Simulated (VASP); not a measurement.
# PbO2 (Fm-3m) in VASP: notebook

One crystal, PbO2, is run at these levels: PBE, r2SCAN, LDA; tasks: single point.

Everything below comes from runs of VASP 6.6.1. Logs are shortened: lines on timing, memory, paths and dates and some standing lists are left out, and cuts for length are marked.

**1. Starting point**

It takes space group Fm-3m (No. 225, cubic). Conventional cell: a = 5.140 Å, b = 5.140 Å, c = 5.140 Å, α = 90.00°, β = 90.00°, γ = 90.00°. Around Pb (site symmetry m-3m) lie 8 O at 2.23 Å. O (site symmetry -43m) has 4 Pb at 2.23 Å as nearest neighbours.

**2. Single point, PBE**

The input, INCAR:

```
ALGO = Normal
EDIFF = 1E-7
ENCUT = 520
GGA = PE
ISIF = 2
ISMEAR = -1
LASPH = T
LCHARG = F
LREAL = F
LWAVE = F
NBANDS = 20
NELM = 100
PREC = Accurate
SIGMA = 0.1
```

The input, KPOINTS:

```
k-points
0
Gamma
  6 6 6
```

The input, POSCAR:

```
PbO2
1.0
    0.0000000000      2.5700000000      2.5700000000
    2.5700000000      0.0000000000      2.5700000000
    2.5700000000      2.5700000000      0.0000000000
Pb O
1 2
Direct
    0.0000000000      0.0000000000      0.0000000000
    0.2500000000      0.2500000000      0.2500000000
    0.7500000000      0.7500000000      0.7500000000
```

Potentials or basis: VASP PAW PBE potentials, release 64 (Pb_d, O).

Launch:

```
$ cat potpaw_PBE.64/Pb_d/POTCAR potpaw_PBE.64/O/POTCAR > POTCAR
$ mpirun -np 1 vasp_std > vasp.out
```

OUTCAR:

```text
EDIFF = 1E-7
   ENCUT = 520
   GGA = PE
   ISIF = 2
   ISMEAR = -1
   LASPH = T
   LREAL = F
   NELM = 100
   PREC = Accurate

 ion  position               nearest neighbor table
   1  0.000  0.000  0.000-   3 2.23   3 2.23   3 2.23   2 2.23   3 2.23   2 2.23   2 2.23   2 2.23

   2  0.250  0.250  0.250-   1 2.23   1 2.23   1 2.23   1 2.23
   3  0.750  0.750  0.750-   1 2.23   1 2.23   1 2.23   1 2.23

  LATTYP: Found a face centered cubic cell.
 ALAT       =     5.1400000000

  Lattice vectors:

 A1 = (   0.0000000000,   2.5700000000,   2.5700000000)
 A2 = (   2.5700000000,   0.0000000000,   2.5700000000)
 A3 = (   2.5700000000,   2.5700000000,   0.0000000000)

Analysis of symmetry for initial positions (statically):
=====================================================================
 Subroutine PRICEL returns:
 Original cell was already a primitive cell.

 Routine SETGRP: Setting up the symmetry group for a
 face centered cubic supercell.

 Subroutine GETGRP returns: Found 48 space group operations
 (whereof 48 operations were pure point group operations)
 out of a pool of 48 trial point group operations.

The static configuration has the point symmetry O_h .

Analysis of symmetry for dynamics (positions and initial velocities):
=====================================================================
 Subroutine PRICEL returns:
 Original cell was already a primitive cell.

 Routine SETGRP: Setting up the symmetry group for a
 face centered cubic supercell.

 Subroutine GETGRP returns: Found 48 space group operations
 (whereof 48 operations were pure point group operations)
 out of a pool of 48 trial point group operations.

The dynamic configuration has the point symmetry O_h .

 Subroutine INISYM returns: Found 48 space group operations
 (whereof 48 operations are pure point group operations),
 and found     1 'primitive' translations

----------------------------------------------------------------------------------------

                                     Primitive cell

  volume of cell :      33.9492

  direct lattice vectors                    reciprocal lattice vectors
     0.000000000  2.570000000  2.570000000    -0.194552529  0.194552529  0.194552529
     2.570000000  0.000000000  2.570000000     0.194552529 -0.194552529  0.194552529
     2.570000000  2.570000000  0.000000000     0.194552529  0.194552529 -0.194552529

  length of vectors
     3.634528855  3.634528855  3.634528855     0.336974865  0.336974865  0.336974865

  position of ions in fractional coordinates (direct lattice)
     0.000000000  0.000000000  0.000000000
     0.250000000  0.250000000  0.250000000
     0.750000000  0.750000000  0.750000000

  ion indices of the primitive-cell ions
   primitive index   ion index
                 1           1
                 2           2
                 3           3

----------------------------------------------------------------------------------------

 KPOINTS: k-points

Automatic generation of k-mesh.
 Grid dimensions read from file:
 generate k-points for:    6    6    6

 Generating k-lattice:

  Cartesian coordinates                     Fractional coordinates (reciprocal lattice)
    -0.032425422  0.032425422  0.032425422     0.166666667  0.000000000  0.000000000
     0.032425422 -0.032425422  0.032425422     0.000000000  0.166666667  0.000000000
     0.032425422  0.032425422 -0.032425422     0.000000000  0.000000000  0.166666667

  Length of vectors
     0.056162478  0.056162478  0.056162478

  Shift w.r.t. Gamma in fractional coordinates (k-lattice)
     0.000000000  0.000000000  0.000000000

 Subroutine IBZKPT returns following result:
 ===========================================

 Found     16 irreducible k-points:

 Following reciprocal coordinates:
            Coordinates               Weight
  0.000000  0.000000  0.000000      1.000000
  0.166667  0.000000  0.000000      8.000000
  0.333333  0.000000  0.000000      8.000000
  0.500000  0.000000  0.000000      4.000000
  0.166667  0.166667  0.000000      6.000000
  0.333333  0.166667  0.000000     24.000000
[... 8 lines left out ...]
 -0.333333  0.333333  0.166667     24.000000
 -0.333333  0.500000  0.166667     12.000000
   k-points           NKPTS =     16   k-points in BZ     NKDIM =     16   number of bands    NBANDS=     20
   number of dos      NEDOS =    301   number of ions     NIONS =      3
   total plane-waves  NPLWV =  21952
   dimension x,y,z NGX =    28 NGY =   28 NGZ =   28
   dimension x,y,z NGXF=    56 NGYF=   56 NGZF=   56
   ions per type =               1   2
   NGX,Y,Z   is equivalent  to a cutoff of  12.81, 12.81, 12.81 a.u.
   NGXF,Y,Z  is equivalent  to a cutoff of  25.61, 25.61, 25.61 a.u.
 SYSTEM =  unknown system
   PREC   = accura    normal or accurate (medium, high low for compatibility)
   ISTART =      0    job   : 0-new  1-cont  2-samecut
   ICHARG =      2    charge: 1-file 2-atom 10-const
   ISPIN  =      1    spin polarized calculation?
   LNONCOLLINEAR =      F non collinear calculations
   LSORBIT =      F    spin-orbit coupling
   LASPH  =      T    aspherical Exc in radial PAW
   ENCUT  =  520.0 eV  38.22 Ry    6.18 a.u.   6.76  6.76  6.76*2*pi/ulx,y,z
   NELM   =    100;   NELMIN=  2; NELMDL= -5     # of ELM steps
   EDIFF  = 0.1E-06   stopping-criterion for ELM
   LREAL  =      F    real-space projection
   EDIFFG = 0.1E-05   stopping-criterion for IOM
   NSW    =      0    number of steps for IOM
   IBRION =     -1    ionic relax: 0-MD 1-quasi-New 2-CG
   NFREE  =      0    steps in history (QN), initial steepest desc. (CG)
   ISIF   =      2    stress and relaxation
   ISYM   =      2    0-nonsym 1-usesym 2-fastsym
   POTIM  = 0.5000    time-step for ionic-motion
   TEBEG  =    0.0;   TEEND  =   0.0 temperature during run
   PSTRESS=    0.0 pullay stress
   NELECT =      26.0000    total number of electrons
   NUPDOWN=      -1.0000    fix difference up-down
   EMIN   =  10.00;   EMAX   =-10.00  energy-range for DOS
   EFERMI =   0.00;   METHOD = LEGACY
   ISMEAR =    -1;   SIGMA  =   0.10  broadening in eV -4-tet -1-fermi 0-gaus
   EFERMI_NEDOS =   21; number of points for ismear=-14 and -15
   IALGO  =     38    algorithm
   IMIX   =      4    mixing-type and parameters
     AMIX     =   0.40;   BMIX     =  1.00
     AMIX_MAG =   1.60;   BMIX_MAG =  1.00
  volume/ion in A,a.u.               =      11.32        76.37
  Fermi-wavevector in a.u.,A,eV,Ry     =   1.497808  2.830447 30.523704  2.243429
  Thomas-Fermi vector in A             =   2.609648
   LORBIT       =      0    0 simple, 1 ext, 2 COOP (PROOUT), +10 PAW based schemes
   GGA     = PE    functional components
   LHFCALC =     F    Hartree Fock is set to
   AEXX    =    0.0000 exact exchange contribution
   IVDW    =     0    specifies the selected vdW correction
   LEPSILON=     F    determine dielectric tensor
   LRPA    =     F    only Hartree local field effects (RPA)
 non-spin polarized calculation
  energy-cutoff  :      520.00
  volume of cell :       33.95
 maximum number of plane-waves:       941
   NGX = 13   NGY = 13   NGZ = 13

 number of electron      25.9999990 magnetization

 Free energy of the ion-electron system (eV)
  ---------------------------------------------------
  ext. energy  EPLUGINS =         0.00000000
  ---------------------------------------------------
  free energy    TOTEN  =       -15.15681138 eV

  energy without entropy =      -15.15262840  energy(sigma->0) =      -15.15471989

 E-fermi :   7.9802     XC(G=0): -11.9780

 val. band max:        7.7123452068   @ k =  -0.3333   0.5000   0.1667
 cond. band min:       8.7521377939   @ k =   0.1667   0.1667   0.0000
 fundamental gap:      1.0397925872
 Fermi energy:         7.9802436526

 k-point     1 :       0.0000    0.0000    0.0000
  band No.  band energies     occupation
      1     -12.1362      2.00000
      2      -8.2921      2.00000
      3      -8.2621      2.00000
      4      -8.2621      2.00000
      5      -8.2621      2.00000
      6      -7.8184      2.00000
[... 12 lines left out ...]
     19      24.1325      0.00000
     20      24.1325      0.00000

 k-point     2 :       0.1667    0.0000    0.0000
  band No.  band energies     occupation
      1     -11.8595      2.00000
      2      -9.4129      2.00000
      3      -8.2099      2.00000
      4      -8.2099      2.00000
      5      -7.8210      2.00000
      6      -7.8210      2.00000
[... 12 lines left out ...]
     19      23.9904      0.00000
     20      23.9904      0.00000

 k-point     3 :       0.3333    0.0000    0.0000
  band No.  band energies     occupation
      1     -11.3295      2.00000
      2      -9.9819      2.00000
      3      -8.1410      2.00000
      4      -8.1410      2.00000
      5      -7.7850      2.00000
      6      -7.7850      2.00000
[... 12 lines left out ...]
     19      23.8384      0.00000
     20      24.1197      0.00000

 k-point     4 :       0.5000    0.0000    0.0000
  band No.  band energies     occupation
      1     -11.2011      2.00000
      2      -9.8908      2.00000
      3      -8.1289      2.00000
      4      -8.1289      2.00000
      5      -7.7413      2.00000
      6      -7.7413      2.00000
[... 12 lines left out ...]
     19      23.7229      0.00000
     20      23.7229      0.00000

 k-point     5 :       0.1667    0.1667    0.0000
  band No.  band energies     occupation
      1     -11.7563      2.00000
      2      -9.6309      2.00000
      3      -8.1611      2.00000
      4      -8.1611      2.00000
      5      -7.8668      2.00000
      6      -7.7917      2.00000
[... 12 lines left out ...]
     19      24.1055      0.00000
     20      24.2592      0.00000

 k-point     6 :       0.3333    0.1667    0.0000
  band No.  band energies     occupation
      1     -11.2533      2.00000
      2     -10.1965      2.00000
      3      -8.0731      2.00000
      4      -8.0298      2.00000
      5      -7.8563      2.00000
      6      -7.7589      2.00000
[... 12 lines left out ...]
     19      24.1511      0.00000
     20      26.4357      0.00000

 k-point     7 :       0.5000    0.1667    0.0000
  band No.  band energies     occupation
      1     -11.0329      2.00000
      2     -10.2258      2.00000
      3      -8.0489      2.00000
      4      -7.9634      2.00000
      5      -7.7408      2.00000
      6      -7.5556      2.00000
[... 12 lines left out ...]
     19      24.1040      0.00000
     20      26.2973      0.00000

 k-point     8 :      -0.3333    0.1667    0.0000
  band No.  band energies     occupation
      1     -11.0590      2.00000
      2     -10.2625      2.00000
      3      -8.0600      2.00000
      4      -7.9499      2.00000
      5      -7.8145      2.00000
      6      -7.5469      2.00000
[... 12 lines left out ...]
     19      23.6424      0.00000
     20      26.3544      0.00000

 k-point     9 :      -0.1667    0.1667    0.0000
  band No.  band energies     occupation
      1     -11.4662      2.00000
      2      -9.9789      2.00000
      3      -8.1400      2.00000
      4      -8.0603      2.00000
      5      -7.8548      2.00000
      6      -7.7624      2.00000
[... 12 lines left out ...]
     19      23.7043      0.00000
     20      25.4127      0.00000

 k-point    10 :       0.3333    0.3333    0.0000
  band No.  band energies     occupation
      1     -10.8348      2.00000
      2     -10.5730      2.00000
      3      -7.9836      2.00000
      4      -7.9401      2.00000
      5      -7.9401      2.00000
      6      -7.7382      2.00000
[... 12 lines left out ...]
     19      24.0671      0.00000
     20      27.3040      0.00000

 k-point    11 :       0.5000    0.3333    0.0000
  band No.  band energies     occupation
      1     -10.7975      2.00000
      2     -10.4682      2.00000
      3      -8.0156      2.00000
      4      -7.8873      2.00000
      5      -7.7323      2.00000
      6      -7.5786      2.00000
[... 12 lines left out ...]
     19      24.4741      0.00000
     20      25.8456      0.00000

 k-point    12 :      -0.3333    0.3333    0.0000
  band No.  band energies     occupation
      1     -10.8016      2.00000
      2     -10.4948      2.00000
      3      -7.9523      2.00000
      4      -7.9176      2.00000
      5      -7.8046      2.00000
      6      -6.8597      2.00000
[... 12 lines left out ...]
     19      24.1405      0.00000
     20      25.9597      0.00000

 k-point    13 :       0.5000    0.5000    0.0000
  band No.  band energies     occupation
      1     -10.9071      2.00000
      2     -10.2356      2.00000
      3      -8.0664      2.00000
      4      -7.8182      2.00000
      5      -7.8182      2.00000
      6      -7.7112      2.00000
[... 12 lines left out ...]
     19      24.0570      0.00000
     20      25.9499      0.00000

 k-point    14 :       0.5000    0.3333    0.1667
  band No.  band energies     occupation
      1     -10.8250      2.00000
      2     -10.5470      2.00000
      3      -7.9677      2.00000
      4      -7.9512      2.00000
      5      -7.8105      2.00000
      6      -7.5194      2.00000
[... 12 lines left out ...]
     19      24.2208      0.00000
     20      26.0882      0.00000

 k-point    15 :      -0.3333    0.3333    0.1667
  band No.  band energies     occupation
      1     -10.7959      2.00000
      2     -10.5028      2.00000
      3      -7.9510      2.00000
      4      -7.9141      2.00000
      5      -7.7818      2.00000
      6      -6.9740      2.00000
[... 12 lines left out ...]
     19      24.3507      0.00000
     20      26.0658      0.00000

 k-point    16 :      -0.3333    0.5000    0.1667
  band No.  band energies     occupation
      1     -10.7870      2.00000
      2     -10.4693      2.00000
      3      -7.9991      2.00000
      4      -7.8179      2.00000
      5      -7.7666      2.00000
      6      -7.2445      2.00000
[... 12 lines left out ...]
     19      24.9907      0.00000
     20      25.2186      0.00000

------------------------ aborting loop because EDIFF is reached ----------------------------------------

  FORCE on cell =-STRESS in cart. coord.  units (eV):
  Direction    XX          YY          ZZ          XY          YZ          ZX
  --------------------------------------------------------------------------------------
  -------------------------------------------------------------------------------------
  Total        6.3360833      6.3360833      6.3360833     -0.0000000      0.0000000      0.0000000
  in kB      299.0212788    299.0212788    299.0212788     -0.0000000      0.0000000      0.0000000
  external PRESSURE =     299.0212788 kB  Pullay stress =       0.0000000 kB

 VOLUME and BASIS-vectors are now :
 -----------------------------------------------------------------------------
  energy-cutoff  :      520.00
  volume of cell :       33.95
      direct lattice vectors                 reciprocal lattice vectors
     0.000000000  2.570000000  2.570000000    -0.194552529  0.194552529  0.194552529
     2.570000000  0.000000000  2.570000000     0.194552529 -0.194552529  0.194552529
     2.570000000  2.570000000  0.000000000     0.194552529  0.194552529 -0.194552529

 POSITION                                       TOTAL-FORCE (eV/Angst)
 -----------------------------------------------------------------------------------
      0.00000      0.00000      0.00000         0.000000     -0.000000     -0.000000
      1.28500      1.28500      1.28500        -0.000000     -0.000000      0.000000
      3.85500      3.85500      3.85500         0.000000      0.000000     -0.000000
 -----------------------------------------------------------------------------------
    total drift:                                0.000000     -0.000000      0.000000

  FREE ENERGIE OF THE ION-ELECTRON SYSTEM (eV)
  ---------------------------------------------------
  free  energy   TOTEN  =       -15.1568113813 eV

  energy  without entropy=      -15.1526284007  energy(sigma->0) =      -15.15471989
```

It took 18 s on 1 thread of Intel Xeon Platinum 8488C (Sapphire Rapids), shared host; peak memory 0.15 GiB.

Results:

```
Free energy            : -15.1568 eV
Pressure               : 29.9 GPa
Band gap on the k mesh : none (metal or under the smearing width)
```

Caveat: a pressure of tens of GPa on the cell as given is suspect, and the run, the potentials or the cell itself is likely at fault. The run has no spin-orbit coupling, so splittings on Pb are missing.

**3. Single point, r2SCAN**

POSCAR is that of step 2.

The input, INCAR.step1:

```
SYSTEM = PbO2
ALGO = Normal ; EDIFF = 1E-4
ENCUT = 520 ; GGA = PE
ISMEAR = -1 ; LASPH = .True.
LCHARG = .False. ; LREAL = .False.
LWAVE = .True. ; NBANDS = 20
NELM = 80 ; PREC = Accurate
SIGMA = 0.1
```

The input, INCAR.step2:

```
SYSTEM = PbO2
ALGO = Normal ; EDIFF = 1E-6
ENCUT = 520 ; ISIF = 2
ISMEAR = -1 ; ISTART = 1
LASPH = .True. ; LCHARG = .False.
LMIXTAU = .True. ; LREAL = .False.
LWAVE = .False. ; METAGGA = R2SCAN
NBANDS = 20 ; NELM = 80
PREC = Accurate ; SIGMA = 0.1
```

The input, KPOINTS:

```
k-points
0
Gamma
  6 6 6
  0 0 0
```

Potentials or basis: VASP PAW PBE potentials, release 64 (Pb_d, O).

Launch:

```
$ cat potpaw_PBE.64/Pb_d/POTCAR potpaw_PBE.64/O/POTCAR > POTCAR
$ cp INCAR.step1 INCAR
$ mpirun -np 1 vasp_std > vasp.out
$ cp INCAR.step2 INCAR
$ mpirun -np 1 vasp_std > vasp.out
```

It took 42 s on 1 thread of Intel Xeon Platinum 8488C (Sapphire Rapids), shared host; peak memory 0.16 GiB.

Results (log left out):

```
Free energy            : -70.5278 eV
Pressure               : 23.2 GPa
Band gap on the k mesh : none (metal or under the smearing width)
```

Levels at points of the mesh, in eV from the Fermi level:
| k point | band 9 | band 10 | band 11 | band 12 | band 13 | band 14 | band 15 | band 16 | band 17 | band 18 |
| --- | --- | --- | --- | --- | --- | --- | --- | --- | --- | --- |
| (0.00, 0.00, 0.00) | -2.54 | -2.54 | -1.84 | -1.84 | -1.84 | -1.42 | 7.83 | 7.83 | 7.83 | 12.53 |
| (0.50, 0.00, 0.00) | -4.31 | -3.73 | -3.73 | -1.94 | -1.94 | 3.72 | 7.93 | 11.31 | 11.31 | 16.25 |
| (0.50, 0.50, 0.00) | -5.80 | -5.80 | -0.69 | -0.43 | -0.43 | 2.49 | 7.74 | 9.94 | 13.06 | 13.06 |

Caveat: so large a pressure means that the cell lies far from this level's equilibrium, or that cutoff or potentials fall short; the potentials were made for another functional, which shifts forces and pressure.

**4. Single point, LDA**

The input, INCAR:

```
ALGO = Normal
EDIFF = 1E-6
ENCUT = 520
ISIF = 2
ISMEAR = -1
LASPH = True
LCHARG = True
LELF = True
LREAL = False
LVHAR = True
LWAVE = False
NBANDS = 20
NELM = 60
PREC = Accurate
SIGMA = 0.1
```

The input, KPOINTS:

```
k-points
0
Gamma
  6 6 6
```

POSCAR is that of step 3.

Potentials or basis: VASP PAW LDA potentials, release 64 (Pb_d, O).

Launch:

```
$ cat potpaw_LDA.64/Pb_d/POTCAR potpaw_LDA.64/O/POTCAR > POTCAR
$ mpirun -np 1 vasp_std > vasp.out
```

Wall time 16 s (1 thread of Intel Xeon Platinum 8488C (Sapphire Rapids), shared host); peak memory 0.14 GiB.

Results (log left out):

* Free energy: -18.0060 eV
* Pressure: 16.7 GPa
* Band gap on the k mesh: none (metal or under the smearing width)

Levels at points of the mesh, in eV from the Fermi level:
```
           k point  band 11  band 12  band 13  band 14  band 15  band 16
(0.00, 0.00, 0.00)    -1.83    -1.83    -1.83    -1.75     6.87     6.87
(0.50, 0.00, 0.00)    -3.75    -1.91    -1.91     3.28     7.17    10.23
(0.50, 0.50, 0.00)    -0.69    -0.43    -0.43     2.00     6.84     9.17
```

Caveat: so large a pressure means that the cell lies far from this level's equilibrium, or that cutoff or potentials fall short. The run has no spin-orbit coupling, so splittings on Pb are missing.

**5. Overview**

| level | potentials or basis | gap on the mesh (eV) | pressure (GPa) |
| --- | --- | --- | --- |
| PBE | VASP PAW PBE potentials, release 64 (Pb_d, O) | none | 29.9 |
| r2SCAN | VASP PAW PBE potentials, release 64 (Pb_d, O) | none | 23.2 |
| LDA | VASP PAW LDA potentials, release 64 (Pb_d, O) | none | 16.7 |

Alike in all rows: task single point; no spin polarisation; cell as given; k mesh 6 × 6 × 6; cutoff (eV) 520; smearing fermi-dirac 0.1 eV.

Caveats: so large a pressure means that the cell lies far from this level's equilibrium, or that cutoff or potentials fall short (some runs); a pressure of tens of GPa on the cell as given is suspect, and the run, the potentials or the cell itself is likely at fault (some runs); the potentials were made for another functional, which shifts forces and pressure (some runs).

Total energies depend on the potentials used, so only differences within one code and one set of settings carry meaning.
